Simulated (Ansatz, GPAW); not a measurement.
# C2 in line between two In chains: relaxation, then transmission at several levels

How well does C2 in line between two In chains conduct once its atoms have relaxed, and how much do cheaper levels lose?

Calculated with GPAW 26.7.0 and Ansatz 0.2.0; Ansatz plane waves; relaxation of the junction with the lead ends held, in the first sound run; inputs show where later runs differ.

Most raw output is cut from this account.

### Step 1. Starting point

The cell holds 14 atoms: 12 In and 2 C. Cell: a = 9.000 Å, b = 9.000 Å, c = 37.781 Å, α = 90.0°, β = 90.0°, γ = 90.0°. Regions: left lead, 6 atoms (6 In); channel, 2 atoms (2 C); right lead, 6 atoms (6 In). Vacuum lies along a and b. The structure is stacked along c, and the current runs across the ab planes.

Structure file:

```cif
data_structure
_symmetry_space_group_name_H-M 'P 1'
_symmetry_Int_Tables_number 1
_cell_length_a 9.0000
_cell_length_b 9.0000
_cell_length_c 37.7814
_cell_angle_alpha 90.000
_cell_angle_beta 90.000
_cell_angle_gamma 90.000
_cell_volume 3060.29
loop_
_atom_site_label
_atom_site_type_symbol
_atom_site_fract_x
_atom_site_fract_y
_atom_site_fract_z
_atom_site_occupancy
In1 In 0.50000 0.50000 0.03904 1
In2 In 0.50000 0.50000 0.11712 1
In3 In 0.50000 0.50000 0.19520 1
In4 In 0.50000 0.50000 0.27328 1
In5 In 0.50232 0.49674 0.35011 1
In6 In 0.49025 0.49882 0.43043 1
C7 C 0.50011 0.50171 0.48440 1
C8 C 0.49706 0.50884 0.51571 1
In9 In 0.50125 0.50913 0.57047 1
In10 In 0.50038 0.49829 0.64890 1
In11 In 0.50000 0.50000 0.72672 1
In12 In 0.50000 0.50000 0.80480 1
In13 In 0.50000 0.50000 0.88288 1
In14 In 0.50000 0.50000 0.96096 1
```

### Step 2. Relaxing the atoms

Transmission follows bond lengths closely, so the atoms between the held lead ends are relaxed first, from a slightly shaken start that lets symmetry break.

input.yaml

```yaml
crystal:
  lattice:
    - [9.0, 0.0, 0.0]
    - [0.0, 9.0, 0.0]
    - [0.0, 0.0, 37.7814]
  atoms:
    - { symbol: In, position: [0.5, 0.5, 0.0390403744] }
    - { symbol: In, position: [0.5, 0.5, 0.1171211231] }
    - { symbol: In, position: [0.5, 0.5, 0.1952018718] }
    - { symbol: In, position: [0.5, 0.5, 0.2732826205] }
    - { symbol: In, position: [0.5023183992, 0.4967350861, 0.3501139526] }
    - { symbol: In, position: [0.4902500981, 0.4988225595, 0.4304347693] }
    - { symbol: C, position: [0.5001102421, 0.5017061468, 0.4844023024] }
    - { symbol: C, position: [0.4970595138, 0.5088409557, 0.5157138897] }
    - { symbol: In, position: [0.5012451769, 0.5091319361, 0.5704651608] }
    - { symbol: In, position: [0.5003809817, 0.4982937349, 0.6489022586] }
    - { symbol: In, position: [0.5, 0.5, 0.7267173795] }
    - { symbol: In, position: [0.5, 0.5, 0.8047981282] }
    - { symbol: In, position: [0.5, 0.5, 0.8828788769] }
    - { symbol: In, position: [0.5, 0.5, 0.9609596256] }
kpoints:
  mp_grid: { grid: [1, 1, 2] }
hamiltonian:
  xc: pbe
scf:
  occupations: { method: fermi_dirac, width: 0.1 }
relax:
  f_tol: 0.03
  max_steps: 80
  constraints: [{ sites: [0, 1, 2, 3, 10, 11, 12, 13] }]
```

Command:

```sh
$ ansatz run input.yaml --threads 4 --pin off --max-ram 8192MiB --backend cpu --events-out ev --progress --plain --runs-dir out
```

Run time: 100 s. Hardware: 4 threads of Arm Neoverse V1, shared host; peak memory 3.6 GiB.

Step by step:

```csv
step,energy less that of the first step (eV),largest force component (eV/Å)
1,0.0000,4.8249
2,-0.2770,0.3844
3,-0.3993,0.4868
4,-0.6024,0.7245
5,-0.8089,0.7290
6,-0.9429,0.1673
7,-0.9787,0.0655
8,-0.9807,0.0119
9,-0.9817,0.0102
10,-0.9820,0.0061
11,-0.9822,0.0051
```

The atoms that moved most (Å):

```csv
atom,dx,dy,dz,length
In10,-0.285,-1.026,0.003,1.064
In5,1.031,-0.209,0.036,1.053
In9,0.184,0.259,0.114,0.337
In6,-0.289,0.050,-0.141,0.325
C8,0.083,-0.164,0.033,0.187
C7,0.075,-0.081,-0.033,0.116
```

Final coordinates:

```cif
data_structure
_symmetry_space_group_name_H-M 'P 1'
_symmetry_Int_Tables_number 1
_cell_length_a 9.0000
_cell_length_b 9.0000
_cell_length_c 37.7814
_cell_angle_alpha 90.000
_cell_angle_beta 90.000
_cell_angle_gamma 90.000
_cell_volume 3060.29
loop_
_atom_site_label
_atom_site_type_symbol
_atom_site_fract_x
_atom_site_fract_y
_atom_site_fract_z
_atom_site_occupancy
In1 In 0.50000 0.50000 0.03904 1
In2 In 0.50000 0.50000 0.11712 1
In3 In 0.50000 0.50000 0.19520 1
In4 In 0.50000 0.50000 0.27328 1
In5 In 0.61692 0.47353 0.35106 1
In6 In 0.45816 0.50440 0.42670 1
C7 C 0.50846 0.49266 0.48352 1
C8 C 0.50629 0.49058 0.51658 1
In9 In 0.52171 0.53787 0.57348 1
In10 In 0.46873 0.38434 0.64897 1
In11 In 0.50000 0.50000 0.72672 1
In12 In 0.50000 0.50000 0.80480 1
In13 In 0.50000 0.50000 0.88288 1
In14 In 0.50000 0.50000 0.96096 1
```

Numbers from this step:

```yaml
free_energy: -67659.2222 eV
smearing_term_ts: 0.7895 eV
symmetry_operations: 1
```

The relaxation lowered the energy of the cell by 0.982 eV.

### Step 3. Plane-wave reference (PBE)

A plane-wave run comes first: its basis does not favour the atoms, so it serves as the reference for the orbital bases.

This step: Ansatz plane waves; Landauer transmission by layers, zero bias (Ansatz 0.2.0).

input.yaml

```yaml
crystal:
  lattice:
    - [9.0, 0.0, 0.0]
    - [0.0, 9.0, 0.0]
    - [0.0, 0.0, 37.7814]
  atoms:
    - { symbol: In, position: [0.5, 0.5, 0.0390403744] }
    - { symbol: In, position: [0.5, 0.5, 0.1171211231] }
    - { symbol: In, position: [0.5, 0.5, 0.1952018718] }
    - { symbol: In, position: [0.5, 0.5, 0.2732826205] }
    - { symbol: In, position: [0.6169184907, 0.47352573, 0.351055734] }
    - { symbol: In, position: [0.4581572337, 0.5044029914, 0.4267010165] }
    - { symbol: C, position: [0.5084582357, 0.4926633964, 0.4835193111] }
    - { symbol: C, position: [0.5062894868, 0.4905788058, 0.5165828112] }
    - { symbol: In, position: [0.5217097436, 0.5378696656, 0.5734750313] }
    - { symbol: In, position: [0.4687324481, 0.3843369338, 0.6489716052] }
    - { symbol: In, position: [0.5, 0.5, 0.7267173795] }
    - { symbol: In, position: [0.5, 0.5, 0.8047981282] }
    - { symbol: In, position: [0.5, 0.5, 0.8828788769] }
    - { symbol: In, position: [0.5, 0.5, 0.9609596256] }
kpoints:
  mp_grid: { grid: [1, 1, 2] }
hamiltonian:
  xc: pbe
scf:
  occupations: { method: fermi_dirac, width: 0.1 }
output:
  transmission:
    leads: [[0, 1]]
    e_range: [-2, 2]
    de: 0.025
    kmesh: [1, 1]
    reduced_basis: true
  write_potential: true
  write_density: true
  volumetric_format: npy
  elf: true
```

The job ended after 85 s (4 threads; peak memory 3.6 GiB).

This step gave:

```yaml
free_energy: -67659.2220 eV
lead_level: 0 eV from the Fermi level
transmission_at_the_fermi_level_one_spin: 0.2261
open_channels_of_the_lead_at_the_fermi_level_one_spin: 3
step_of_the_potential_along_the_lead: 31 meV
offset_of_the_lead: 0 Å
filling_of_the_lead_less_its_bulk_value_in_size: 24.3 meV
conductance: 0.2223 G₀
```

One spin. Transmission, zone mean against energy, zero at the Fermi level:

energy (eV), transmission, zone mean and a bar:
```
   -2.000       0.05 #
   -1.800       0.00 
   -1.600       0.00 
   -1.400       0.00 
   -1.200       0.01 
   -1.000       0.01 
   -0.800       0.00 
   -0.600       0.00 
   -0.400       0.00 
   -0.200       0.00 
    0.000       0.23 #####
    0.200       0.40 #########
    0.400       0.67 ###############
    0.600       0.94 #####################
    0.800       1.16 ##########################
    1.000       1.31 #############################
    1.125       1.34 ##############################
    1.200       1.33 ##############################
    1.400       1.29 #############################
    1.600       1.23 ############################
    1.800       1.00 ######################
    2.000       0.60 #############
```

One spin. Open channels, zone mean against energy, zero at the Fermi level:

```csv
energy (eV),"open channels, zone mean"
-2.000,1
-1.900,0
-1.800,0
-1.700,0
-1.600,0
-1.500,0
-1.400,0
-1.300,0
-1.200,1
-1.100,1
-1.000,1
-0.900,1
-0.800,1
-0.700,1
-0.600,1
-0.500,1
-0.400,1
-0.300,1
-0.200,1
-0.100,3
0.000,3
0.100,3
0.200,3
0.300,3
0.400,3
0.500,3
0.600,3
0.700,3
0.800,3
0.900,3
1.000,3
1.100,3
1.200,3
1.300,3
1.400,3
1.500,3
1.600,3
1.700,3
1.800,3
1.900,3
2.000,3
```

Crystal 0, spin -, k parallel (0, 0); distinct values, listed up to 1.5 1/Å. Table of Im kz of the slowest decaying states by energy, zero at the Fermi level:

```csv
energy (eV),decay 1 (Å⁻¹),decay 2 (Å⁻¹),decay 3 (Å⁻¹),decay 4 (Å⁻¹)
-2.000,0.629,0.629,1.10,1.22
-1.800,0.0357,0.595,0.596,1.08
-1.600,0.0401,0.559,0.559,1.05
-1.400,0.0320,0.520,0.520,1.03
-1.200,0.477,0.477,0.999,1.13
-1.000,0.429,0.429,0.971,1.11
-0.800,0.374,0.374,0.943,1.08
-0.600,0.308,0.309,0.914,1.06
-0.400,0.223,0.224,0.884,1.03
-0.200,0.0637,0.0667,0.853,1.01
0.000,0.821,0.979,1.10,1.10
0.200,0.788,0.951,1.08,1.08
0.400,0.753,0.923,1.05,1.05
0.600,0.717,0.894,1.03,1.03
0.800,0.678,0.863,1.01,1.01
1.000,0.637,0.832,0.981,0.981
1.200,0.594,0.799,0.956,0.956
1.400,0.547,0.765,0.930,0.930
1.600,0.495,0.730,0.902,0.903
1.800,0.438,0.692,0.872,0.875
2.000,0.372,0.653,0.840,0.847
```

Crystal 0, spin -, k parallel (0, 0). Re kz of states that move upwards against energy, zero at the Fermi level:

```csv
energy (eV),channel 1 (Å⁻¹),channel 2 (Å⁻¹),channel 3 (Å⁻¹)
-2.000,1.06,-,-
-1.900,-,-,-
-1.800,-,-,-
-1.700,-,-,-
-1.600,-,-,-
-1.500,-,-,-
-1.400,-,-,-
-1.300,-,-,-
-1.200,-1.04,-,-
-1.100,-1.03,-,-
-1.000,-1.01,-,-
-0.900,-1.00,-,-
-0.800,-0.989,-,-
-0.700,-0.978,-,-
-0.600,-0.967,-,-
-0.500,-0.957,-,-
-0.400,-0.947,-,-
-0.300,-0.937,-,-
-0.200,-0.927,-,-
-0.100,-0.917,0.137,0.138
0.000,-0.907,0.205,0.206
0.100,-0.898,0.256,0.256
0.200,-0.888,0.298,0.299
0.300,-0.879,0.336,0.336
0.400,-0.869,0.369,0.370
0.500,-0.860,0.401,0.401
0.600,-0.851,0.430,0.430
0.700,-0.842,0.457,0.458
0.800,-0.833,0.483,0.484
0.900,-0.824,0.508,0.508
1.000,-0.815,0.532,0.532
1.100,-0.806,0.555,0.555
1.200,-0.798,0.577,0.578
1.300,-0.789,0.599,0.599
1.400,-0.780,0.620,0.620
1.500,-0.772,0.641,0.641
1.600,-0.763,0.661,0.661
1.700,-0.755,0.680,0.681
1.800,-0.746,0.700,0.700
1.900,-0.738,0.719,0.719
2.000,-0.729,0.738,0.738
```

The electrostatic potential energy of an electron (with the applied field's), less the Fermi level, planar mean oscillates, so the rows of the table below give means over windows of 2.95 Å about each position, cut where the curve ends. Its maxima inside the range that stand out by 2 % of the span (Å: eV): 3.0: 3.27, 5.9: 3.28, 8.9: 3.22, 11.8: 3.08, 14.8: 3.08, 17.6: 3.41, 18.9: 3.58, 20.2: 3.41, 23.0: 3.07, 26.0: 3.08, 28.9: 3.22, 31.9: 3.28, 34.8: 3.27. Its minima: 1.5: 1.56, 4.4: 1.56, 7.4: 1.54, 10.3: 1.42, 13.3: 1.35, 16.1: 1.40, 18.3: 2.84, 19.6: 2.84, 21.7: 1.40, 24.5: 1.36, 27.5: 1.42, 30.4: 1.54, 33.4: 1.56, 36.3: 1.56.

Table of electrostatic potential energy of an electron (with the applied field's), less the Fermi level, planar mean by z; means over each step:

```csv
z (Å),"electrostatic potential energy of an electron (with the applied field's), less the Fermi level, planar mean (eV)"
1.48,2.47
4.43,2.48
7.38,2.46
10.33,2.35
13.28,2.28
16.23,2.39
19.18,3.16
22.13,2.32
25.08,2.28
28.03,2.37
30.98,2.47
33.93,2.48
36.88,2.25
```

The valence density, planar mean oscillates, so the rows of the table below give means over windows of 2.95 Å about each position, cut where the curve ends. Its maxima inside the range that stand out by 2 % of the span (Å: e/Å³): 1.5: 0.145, 4.4: 0.144, 7.4: 0.144, 10.3: 0.144, 13.3: 0.144, 16.1: 0.143, 19.0: 0.0434, 21.7: 0.143, 24.5: 0.144, 27.5: 0.144, 30.4: 0.144, 33.4: 0.144, 36.3: 0.145. Its minima: 3.0: 0.0116, 5.9: 0.0119, 8.9: 0.0120, 11.8: 0.0116, 14.6: 0.0128, 17.3: 0.0170, 20.5: 0.0170, 23.2: 0.0128, 26.0: 0.0116, 28.9: 0.0120, 31.9: 0.0119, 34.8: 0.0116.

Table of valence density, planar mean by z; means over each step:

```csv
z (Å),"valence density, planar mean (e/Å³)"
1.48,0.0544
4.43,0.0544
7.38,0.0545
10.33,0.0544
13.28,0.0544
16.23,0.0554
19.18,0.0352
22.13,0.0544
25.08,0.0544
28.03,0.0544
30.98,0.0545
33.93,0.0544
36.88,0.0674
```

Electrostatic potential energy in the ca plane at fractional y = 0.491, with atoms of In and C within 0.2 Å of it. With pseudopotentials it is smooth inside the atoms' cores, unlike the true potential.

Values in eV, 13 rows by 16 columns, each cell a mean:
```
  1   1   1   1   1   1   2   2   2   2   2   2   1   1   1   1
  1   1   1   1   1   1   2   2   2   2   2   2   1   1   1   1
  1   1   1   0  -1   1   1   2   2   2   2   1   1   1   1   1
  1   0   0  -8 -18  -2   1   1   2   2   2   1   0   0   1   1
 -2  -6  -2 -23 -42  -9  -1  -1   1   1   1  -1  -9  -3   0   0
-13 -35  -8 -19 -38  -8 -10 -14  -8 -23 -23  -9 -36 -14  -2  -5
-21 -43 -13  -4  -9  -3 -29 -38 -18 -39 -40 -13 -39 -16  -4 -14
 -9 -26  -5   0   0   0 -26 -36  -5  -5  -6  -2 -12  -4  -3 -10
  0  -3   0   1   1   1  -6  -9   0   2   2   1  -1   0   0  -2
  1   1   1   1   1   1   1   0   1   2   2   2   1   1   1   1
  1   1   1   1   1   2   1   1   2   2   2   2   1   1   1   1
  1   1   1   1   1   1   1   1   2   2   2   2   1   1   1   1
  1   1   1   1   1   1   2   2   2   2   2   2   1   1   1   1
```
Columns run along c (16.0 Å, from fractional 0.24 to 0.67 of the cell; values clipped at the 3rd and 97th percentile), rows up along a (9.0 Å). Atoms in or near the plane, at fractional coordinates: In at (0.27, 0.50), In at (0.35, 0.62), In at (0.43, 0.46), C at (0.48, 0.51), C at (0.52, 0.51).

ELF in the ca plane at fractional y = 0.491, with atoms of In and C within 0.2 Å of it. It is the smooth field of the valence electrons, not physical close to the nuclei.

Values, 13 rows by 16 columns, each cell a mean:
```
0.00 0.00 0.00 0.05 0.13 0.08 0.01 0.00 0.00 0.00 0.00 0.00 0.00 0.00 0.00 0.00
0.02 0.01 0.03 0.23 0.46 0.38 0.10 0.00 0.00 0.01 0.00 0.00 0.03 0.04 0.01 0.01
0.06 0.04 0.10 0.42 0.54 0.59 0.19 0.01 0.02 0.06 0.04 0.02 0.13 0.18 0.03 0.03
0.17 0.18 0.22 0.36 0.32 0.51 0.24 0.04 0.15 0.24 0.20 0.08 0.27 0.42 0.10 0.07
0.30 0.28 0.36 0.26 0.09 0.38 0.30 0.15 0.50 0.58 0.56 0.29 0.27 0.45 0.23 0.18
0.31 0.19 0.37 0.27 0.16 0.33 0.31 0.24 0.71 0.69 0.68 0.49 0.20 0.37 0.31 0.24
0.27 0.04 0.36 0.33 0.24 0.38 0.22 0.11 0.65 0.54 0.51 0.55 0.16 0.34 0.30 0.27
0.34 0.26 0.40 0.28 0.13 0.51 0.28 0.16 0.48 0.69 0.72 0.47 0.25 0.36 0.29 0.27
0.34 0.35 0.41 0.15 0.06 0.62 0.49 0.30 0.21 0.35 0.42 0.19 0.18 0.26 0.25 0.32
0.17 0.25 0.20 0.05 0.04 0.57 0.73 0.44 0.08 0.08 0.12 0.03 0.05 0.08 0.14 0.24
0.05 0.06 0.04 0.01 0.01 0.36 0.66 0.36 0.03 0.01 0.02 0.00 0.01 0.02 0.05 0.09
0.01 0.01 0.00 0.00 0.00 0.04 0.19 0.12 0.01 0.00 0.00 0.00 0.00 0.00 0.01 0.02
0.00 0.00 0.00 0.00 0.00 0.00 0.00 0.00 0.00 0.00 0.00 0.00 0.00 0.00 0.00 0.00
```
Columns run along c (16.0 Å, from fractional 0.24 to 0.67 of the cell), rows up along a (9.0 Å). Atoms in or near the plane, at fractional coordinates: In at (0.27, 0.50), In at (0.35, 0.62), In at (0.43, 0.46), C at (0.48, 0.51), C at (0.52, 0.51).

Valence density in the ca plane at fractional y = 0.491, with atoms of In and C within 0.2 Å of it. It is the smooth field of the valence electrons, not physical close to the nuclei.

Values in units of 1e0 e/Å³, 13 rows by 16 columns, each cell a mean:
```
0.0 0.0 0.0 0.0 0.0 0.0 0.0 0.0 0.0 0.0 0.0 0.0 0.0 0.0 0.0 0.0
0.0 0.0 0.0 0.0 0.0 0.0 0.0 0.0 0.0 0.0 0.0 0.0 0.0 0.0 0.0 0.0
0.0 0.0 0.0 0.0 0.1 0.0 0.0 0.0 0.0 0.0 0.0 0.0 0.0 0.0 0.0 0.0
0.0 0.0 0.0 0.3 0.8 0.1 0.0 0.0 0.0 0.0 0.0 0.0 0.0 0.0 0.0 0.0
0.1 0.2 0.1 1.6 5.9 0.4 0.1 0.0 0.1 0.2 0.1 0.1 0.3 0.1 0.0 0.0
0.6 3.0 0.4 1.1 3.9 0.3 0.4 0.6 0.5 1.2 1.1 0.5 2.7 0.7 0.1 0.1
1.3 7.6 0.7 0.2 0.3 0.2 2.7 4.8 1.0 1.9 1.8 0.7 3.2 0.8 0.2 0.4
0.4 1.5 0.2 0.0 0.0 0.1 2.1 3.7 0.4 0.5 0.5 0.2 0.4 0.2 0.1 0.3
0.1 0.1 0.0 0.0 0.0 0.0 0.2 0.3 0.1 0.1 0.0 0.0 0.0 0.0 0.0 0.1
0.0 0.0 0.0 0.0 0.0 0.0 0.0 0.0 0.0 0.0 0.0 0.0 0.0 0.0 0.0 0.0
0.0 0.0 0.0 0.0 0.0 0.0 0.0 0.0 0.0 0.0 0.0 0.0 0.0 0.0 0.0 0.0
0.0 0.0 0.0 0.0 0.0 0.0 0.0 0.0 0.0 0.0 0.0 0.0 0.0 0.0 0.0 0.0
0.0 0.0 0.0 0.0 0.0 0.0 0.0 0.0 0.0 0.0 0.0 0.0 0.0 0.0 0.0 0.0
```
Columns run along c (16.0 Å, from fractional 0.24 to 0.67 of the cell), rows up along a (9.0 Å). Atoms in or near the plane, at fractional coordinates: In at (0.27, 0.50), In at (0.35, 0.62), In at (0.43, 0.46), C at (0.48, 0.51), C at (0.52, 0.51).

The largest of the program's own error estimates on the conductance is 26 %. T at the Fermi level is 0.226; the potential still steps by 31 meV from one lead period to the next, more than the program accepts for a lead, so the cell is too short for a firm reference, and the program's own error estimates apply.

(Part 1 of 3 ends here.)

[Logs are printed without paths, hosts, clocks, repeated set-up lines and the standing remarks that a program may print on its own settings, such as how far it seeks lower states.]

[Hosts, paths, dates, database ids (printed as entryN), source tags and the programs' standing remarks are cut or masked in the printed files.]
